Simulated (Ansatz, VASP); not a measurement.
# Two plane-wave programs on Pb

The input INCAR:

```
SYSTEM = Pb
ALGO = Normal
EDIFF = 1E-7
ENCUT = 520
GGA = RE
ISIF = 2
ISMEAR = -1
LASPH = .TRUE.
LCHARG = .FALSE.
LREAL = .FALSE.
LWAVE = .FALSE.
NBANDS = 13
NELM = 80
PREC = Accurate
SIGMA = 0.1
```

File KPOINTS:

```
k-points
0
G
  12 12 12
  0 0 0
```

File POSCAR:

```
Pb
1.0
   -1.9900276909      1.9900276909      1.9900276909
    1.9900276909     -1.9900276909      1.9900276909
    1.9900276909      1.9900276909     -1.9900276909
Pb
1
Direct
    0.0000000000      0.0000000000      0.0000000000
```

Input for Ansatz:

```yaml
crystal:
  lattice:
    - [-1.9900276909, 1.9900276909, 1.9900276909]
    - [1.9900276909, -1.9900276909, 1.9900276909]
    - [1.9900276909, 1.9900276909, -1.9900276909]
  atoms:
    - { symbol: Pb, position: [0.0, 0.0, 0.0] }
hamiltonian:
  xc: revpbe
  pseudopotentials:
    kind: paw
    azcp:
      Pb: "pseudopotentials/Pb.paw.azcp"
basis:
  ecutwfc: 420
  fft_grid_basis: typed
kpoints:
  mp_grid: { grid: [12, 12, 12], shift: [0, 0, 0] }
magnetization:
  spin_polarized: false
scf:
  occupations: { method: fermi_dirac, width: 0.1 }
  lower_state_search: "off"
output:
  stress: true
  write_density: true
  write_potential: true
  elf: true
  volumetric_format: npy
```

Alike in both runs: task single point; functional revPBE; k mesh 12 × 12 × 12; occupations fermi-dirac, width 0.1 eV; no spin polarisation.

|  | VASP | Ansatz |
| --- | --- | --- |
| version | VASP 6.6.1 | Ansatz 0.2.0 |
| potentials or method | VASP PAW PBE potentials, release 64 (Pb_d) | plane waves (420 eV) with PAW, scalar-relativistic |
| plane-wave cutoff (eV) | 520 | 420 |
| valence electrons in the cell | 14 | 14 |

|  | VASP | Ansatz | Ansatz less VASP |
| --- | --- | --- | --- |
| pressure (GPa) | 1.7 | 1.7 | +0.05 |

Caveats: the PAW data sets were made with another functional, which shifts forces and pressure a little (VASP). Spin-orbit coupling is left out, which matters for the levels of Pb.
